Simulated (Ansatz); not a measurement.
**Ionic part of the dielectric constant of BN at 11 GPa, mode by mode**

Method: DFT LDA, scalar-relativistic, plane waves, PAW (Ansatz). Settings: 420 eV plane-wave cutoff, Γ-centred 12×12×12 mesh, fixed occupations. No spin polarisation. Phonons by linear response, acoustic sum rule imposed.

The structure is trigonal, space group R3m (No. 160). The conventional cell has a = 2.470 Å, b = 2.470 Å, c = 8.313 Å, α = 90.00°, β = 90.00°, γ = 120.00°. B (site symmetry 3m) has 3 N at 1.43 Å as nearest neighbours. N (site symmetry 3m) has 3 B at 1.43 Å as nearest neighbours.

The crystal is built of layers and no dispersion correction was added, so the binding between them is poorly described, and with it their spacing and whatever depends on it.

The primitive cell has V = 14.64 Å³ and ε∞,yy = 5.432. Each polar mode adds Δε = (4.92064×10⁷/V)·S/ν² along y, with S its oscillator strength in e²/amu, ν in cm⁻¹ and V in Å³.

Question: From these modes, find each Δε and ε0,yy.
```tsv
ν (cm⁻¹)	S_yy (e²/amu)
693.2	0.00066
1428.9	1.154
```

Answer:
```csv
ν (cm⁻¹),Δε
693.2,0.00
1428.9,1.90
```

The sum is 1.905, so ε0,yy = 7.34; the run's tensor has 7.34.

Question: Where do the longitudinal modes lie for a wave vector along y?

Answer: At 693, 1660 cm⁻¹. The Lyddane–Sachs–Teller product Π(ν_LO/ν_TO)² = 1.35 matches ε0/ε∞ = 1.35.

This form isn't the usual stable structure of the compound at low pressure.

Cost: 1 run of about 1.2 core-minutes, on Intel Xeon Platinum 8259CL (Skylake/Cascade Lake) (shared hosts).